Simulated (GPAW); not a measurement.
# CdS (Greenockite) (P6_3mc) in GPAW: G0W0 quasiparticle levels with LDA

Aim: the G0W0 quasiparticle levels of CdS (Greenockite) with LDA.

All numbers are computed with GPAW 26.7.0; they aren't measurements. Logs are shortened: lines on timing, memory, paths and dates and some standing lists are left out, and cuts for length are marked. The log counts tension as positive stress, the text compression.

## Step 1: The structure

It takes space group P6_3mc (No. 186, hexagonal). Conventional cell: a = 4.231 Å, b = 4.231 Å, c = 6.869 Å, α = 90.00°, β = 90.00°, γ = 120.00°. Cd (site symmetry 3m) is surrounded by 4 S at 2.58 to 2.59 Å. Around S (site symmetry 3m) lie 4 Cd at 2.58 to 2.59 Å.

## Step 2: G0W0 quasiparticle levels, LDA

The input, run.py:

```python
import json
import numpy as np
from ase.dft.bandgap import bandgap
from ase.io import read, write
from gpaw import GPAW, PW
from gpaw.response.g0w0 import G0W0

atoms = read('CdS.xyz')

calc = GPAW(mode=PW(500),
            xc='LDA',
            kpts={'size': (2, 2, 1), 'gamma': True},
            occupations={'name': 'fermi-dirac', 'width': 0.001},
            nbands=31,
            convergence={'density': 1e-06},
            maxiter=150,
            txt='gpaw.txt')
atoms.calc = calc
energy = atoms.get_potential_energy()
calc.write('gs.gpw')
write('result.traj', atoms)
print(f'Energy: {energy:.6f} eV')
print('Fermi level:', round(calc.get_fermi_level(), 4), 'eV')
print(f'Gap: {bandgap(calc)[0]:.4f} eV, direct: {bandgap(calc, direct=True)[0]:.4f} eV')

calc.diagonalize_full_hamiltonian(nbands=232)
calc.write('full.gpw', mode='all')

ibz = calc.get_ibz_k_points()
gap, vbm, cbm = bandgap(calc, output=None)
gap, direct, _ = bandgap(calc, direct=True, output=None)
gamma = int(np.abs(ibz).sum(1).argmin())
kpts = sorted({gamma, vbm[1], cbm[1], direct[1]})
gw = G0W0(calc='full.gpw',
          filename='gw',
          ecut=96.2,
          ecut_extrapolation=True,
          relbands=(-2, 2),
          kpts=kpts,
          integrate_gamma='WS',
          ppa=True)
gw.calculate()
results = {mode: {key: np.asarray(r[key]).tolist() for key in ['f', 'eps', 'vxc', 'exx', 'sigma', 'Z', 'qp', 'sigma_eskn']}
           for mode, r in gw.all_results.items()}
json.dump({'kpts': ibz[kpts].tolist(), 'results': results}, open('gw.json', 'w'))
for mode, r in results.items():
    f, qp = np.array(r['f']), np.array(r['qp'])
    print(mode, 'quasiparticle energies (eV):')
    print(qp.round(3))
    print(mode, 'gap:', round(qp[f < 0.5].min() - qp[f > 0.5].max(), 4), 'eV')
```

The input, CdS.xyz:

```xyz
4
Lattice="4.2313932131 0.0000000000 0.0000000000 -2.1156966065 3.6644940159 0.0000000000 0.0000000000 0.0000000000 6.8691315847" Properties=species:S:1:pos:R:3 pbc="T T T"
Cd     2.1156966068      1.2214980052      3.4345657924
Cd    -0.0000000002      2.4429960107      0.0000000000
S      2.1156966068      1.2214980052      6.0104901366
S     -0.0000000002      2.4429960107      2.5759243443
```

Potentials or basis: the program's PAW data sets (release 1.2.1) made for this functional, pw.

The run is started by

```sh
> OMP_NUM_THREADS=1 python run.py
```

gpaw.txt:

```text
__  _  _
 | _ |_)|_||  |
 |__||  | ||/\| - 26.7.0

Input parameters:
  mode=PW(ecut=500.0),
  convergence={'density': 1e-06},
  kpts=MonkhorstPack(size=(2, 2, 1), gamma=True),
  maxiter=150,
  nbands=31,
  occupations=Occupations(name='fermi-dirac', width=0.001),
  xc=XC(name='LDA')

Diagonalizing LCAO Hamiltonian
Converting LCAO to pw mode

            S

            Cd
        S

        Cd

Atoms  # Å, Bohr magnetons
|   | symbol |         x |        y |        z |    initial magnetic moments |
|---|--------|-----------|----------|----------|-----------------------------|
| 0 |     Cd |  2.115697 | 1.221498 | 3.434566 | ( 0.0000,  0.0000,  0.0000) |
| 1 |     Cd | -0.000000 | 2.442996 | 0.000000 | ( 0.0000,  0.0000,  0.0000) |
| 2 |      S |  2.115697 | 1.221498 | 6.010490 | ( 0.0000,  0.0000,  0.0000) |
| 3 |      S | -0.000000 | 2.442996 | 2.575924 | ( 0.0000,  0.0000,  0.0000) |

Unit cell  # Å
| periodic |         x |        y |        z |  lengths |     angles |
|----------|-----------|----------|----------|----------|------------|
|      yes |  4.231393 | 0.000000 | 0.000000 | 4.231393 |  90.000000 |
|      yes | -2.115697 | 3.664494 | 0.000000 | 4.231393 |  90.000000 |
|      yes |  0.000000 | 0.000000 | 6.869132 | 6.869132 | 120.000000 |

Number of symmetries: 6
Symmetry operations  # r_c * U_cc + t_c -> r_c
|   | kind |            matrix            |
|---|------|------------------------------|
| 0 |  σ   |  1, 1, 0,  0,-1, 0,  0, 0, 1 |
| 1 |  E   |  1, 0, 0,  0, 1, 0,  0, 0, 1 |
| 2 |  C3  |  0, 1, 0, -1,-1, 0,  0, 0, 1 |
| 3 |  σ   |  0,-1, 0, -1, 0, 0,  0, 0, 1 |
| 4 |  σ   | -1, 0, 0,  1, 1, 0,  0, 0, 1 |
| 5 |  C3  | -1,-1, 0,  1, 0, 0,  0, 0, 1 |

BZ-sampling:
  Number of BZ points: 4
  Number of IBZ points: 2

  Monkhorst-Pack size: [2, 2, 1]
  Monkhorst-Pack shift: [0.25, 0.25, 0.0]

K-points  # in reciprocal-cell coordinates
|   |                                coordinates |     weight |
|---|--------------------------------------------|------------|
| 0 | (  0.00000000,   0.00000000,   0.00000000) | 0.25000000 |
| 1 | (  0.50000000,   0.50000000,   0.00000000) | 0.75000000 |

Plane wave coefficients: 2731
Cutoff: 500.0 eV

Spin-components: 1 (collinear spins)
Bands:           31
Projectors:      22
Spin-degeneracy: 2
Datatype:        complex128

Parallelization:
  kpt:    1
  domain: 1
  band:   1

Density:
  Valence electrons: 36.0
  Components: 1
  Grid points: [24 24 36]
  Charge: 0.0  # |e|

Potential:
  Grid points: [24 24 36]

species:
  Cd:
    name:    Cadmium
    Z:       48.0
    valence: 12
    core:    36
    charge:  0.0  # [|e|]
    compensation charges:
      type: gauss
      rc: 0.38  # [Å]
      lmax: 2
    cutoffs:
      filter: 2.12  # [Å]
      core: 2.62  # [Å]
    projectors
    | kind |    occ | energy [eV] | rcut [Å] |
    |------|--------|-------------|----------|
    |   5s |  2.000 |      -5.950 |    1.191 |
    |   5p |  0.000 |      -1.328 |    1.228 |
    |   4d | 10.000 |     -11.904 |    1.164 |
    |    s |        |      21.261 |    1.191 |
    |    p |        |      25.883 |    1.228 |
    |    d |        |      15.307 |    1.164 |

    Using partial waves for Cd as LCAO basis

  S:
    name:    Sulfur
    Z:       16.0
    valence: 6
    core:    10
    charge:  0.0  # [|e|]
    compensation charges:
      type: gauss
      rc: 0.24  # [Å]
      lmax: 2
    cutoffs:
      filter: 1.77  # [Å]
      core: 1.66  # [Å]
    projectors
    | kind |    occ | energy [eV] | rcut [Å] |
    |------|--------|-------------|----------|
    |   3s |  2.000 |     -17.278 |    0.974 |
    |   3p |  4.000 |      -7.106 |    0.979 |
    |    s |        |       9.933 |    0.974 |
    |    p |        |      20.105 |    0.979 |
    |    d |        |       0.000 |    0.900 |

    Using partial waves for S as LCAO basis

Reference energy: -325721.101191  # eV

eigensolver:
  PPCG
  Converge bands: occupied
  niter=2

density mixing:
  MSR1-Mixer
  Pratt-step length: 0.05
  Maximum mixing coefficient: 0.75
  Old densities: 10
  SVD Regularization: 0.005
  Good broyden scale: 1.0
  Trust region scale: 1.0
  Backstep threshold: 4.0
  History deletion threshold: 6.0
  Fourier metric: weight=20.0, sigma=0.015

occupation numbers:
  Fermi-Dirac:
    width: 0.0010  # eV

poisson solver:
  ecut: 4000.0  # eV

xc functional:
  name: None

convergence criteria:
- Maximum integral of absolute [dens]ity change: 1e-06 electrons / valence electron
- Maximum [total energy] change in last 3 cyles: 0.0005 eV / valence electron
- Maximum integral of absolute [eigenst]ate change: 4e-08 eV^2 / valence electron
maximum number of iterations: 150

SCF iterations
|iter     | |      energy | eigst |  dens |
|---------|-|-------------|-------|-------|
|iter:   1| |  -15.442495 | -0.50 |       |
|iter:   2| |  -15.171858 | -2.14 | -1.09 |
|iter:   3| |  -14.221382 | -1.31 | -1.14 |
|iter:   4| |  -14.206269 | -3.30 | -1.69 |
|iter:   5| |  -14.203125 | -3.64 | -2.15 |
|iter:   6| |  -14.203141c| -5.23 | -2.98 |
|iter:   7| |  -14.203146c| -6.46 | -3.50 |
|iter:   8| |  -14.203146c| -7.61c| -4.51 |
|iter:   9| |  -14.203146c| -7.75c| -4.81 |
|iter:  10| |  -14.203146c| -8.03c| -5.30 |
|iter:  11| |  -14.203146c| -8.80c| -5.76 |
|iter:  12| |  -14.203146c| -9.33c| -6.28c|

Converged in 12 steps
Energy contributions relative to reference atoms: (reference = -325721.101191)

Energy contributions:
  Kinetic:          21.542317
  Coulomb:         -19.266827
  Zero:              0.163814
  External:          0.000000
  Xc:              -16.642450
  Entropy:          -0.000000
  Spinorbit:         0.000000
  ----------------------------
  Free energy:     -14.203146
  Extrapolated:    -14.203146

dipole moment: (-0.000009, -0.000017, -19.578392)  # |e|*Ang

Fermi level: 2.764
Eigenvalues  # (at kpt = [0.000, 0.000, 0.000])
| band index |      eig [eV] | occ [0-2] |
|------------|---------------|-----------|
|          0 |        -9.233 |     2.000 |
|        ... |               |           |
|         10 |        -4.509 |     2.000 |
|         11 |        -4.206 |     2.000 |
|         12 |        -1.456 |     2.000 |
|         13 |         2.022 |     2.000 |
|         14 |         2.022 |     2.000 |
|         15 |         2.680 |     2.000 |
[... 8 lines left out ...]
|         24 |         9.926 |     0.000 |
|         25 |         9.926 |     0.000 |
|        ... |               |           |
|         30 |        13.931 |     0.000 |

Gap: 0.653 eV
Transition (v -> c):
  (s=0, k=0, n=17, [0.00, 0.00, 0.00]) -> (s=0, k=0, n=18, [0.00, 0.00, 0.00])
No difference between direct/indirect transitions
# Writing to gs.gpw (mode='')

Matrix size: 2731x2731
# Writing to full.gpw (mode='all')
```

stdout:

```text
Energy: -14.203146 eV
Fermi level: 2.7641 eV
Gap: 0.6533 eV, direct: 0.6533 eV
IBZ(<points: 2, symmetries: 6>)
Occupied bands: 18
Calculating eigenvalues:
  k-points: 1
  Bands: 16-19 (inclusive)
HSE06-eigenvalue shifts:
  min: -3.103 eV
  ave: 0.927 eV
  max: 5.106 eV
GW quasiparticle energies (eV):
[[[2.155 2.155 3.661 5.388]]]
GW gap: 1.5054 eV
```

gw.w.txt:

```text
FrequencyGridDescriptor(from 0.000+0.000j to 0.000+27.211j eV, 2 points)
FrequencyGridDescriptor(from 0.000+0.000j to 0.000+27.211j eV, 2 points)

BZ k-points: Symmetries present (total): 6

4 k-points: 2 x 2 x 1 Monkhorst-Pack grid + [1/4,1/4,0.000000]
2 k-points in the irreducible part of the Brillouin zone
       k-points in crystal coordinates                weights
   0:     0.00000000    0.00000000    0.00000000          1/4
[... 129 lines left out ...]
qp:      QP-energies [eV]

k-point 0 (0): (0.000, 0.000, 0.000)                GW
band       f     eps     vxc     exx   sigma  dsigma       Z      qp
                                                                   GW
  16   1.000   2.734 -17.725 -20.828   2.345  -0.309   0.764   2.155
  17   1.000   2.734 -17.725 -20.828   2.345  -0.309   0.764   2.155
  18   0.000   3.388 -12.915  -8.106  -4.464  -0.264   0.791   3.661
  19   0.000   5.040 -12.728  -7.622  -4.667  -0.263   0.792   5.388
```

Wall time 80 s (1 thread of Arm Neoverse V1, shared host); peak memory 0.83 GiB.

These settings aren't checked as converged: the numbers below hold their error.

Results:

```
Free energy                              : -14.2031 eV
Band gap on the k mesh, mean-field level : 0.65 eV, direct
Quasiparticle gap                        : 1.51 eV
Least direct quasiparticle gap           : 1.51 eV
```

Caveat: the k mesh is coarse (spacing up to 0.91 Å⁻¹), so the values aren't converged; the quasiparticle gap is taken among the few k points that were corrected; the k mesh is too small for a converged quasiparticle gap; the long-wavelength limit can be off by several per cent where d states take part.
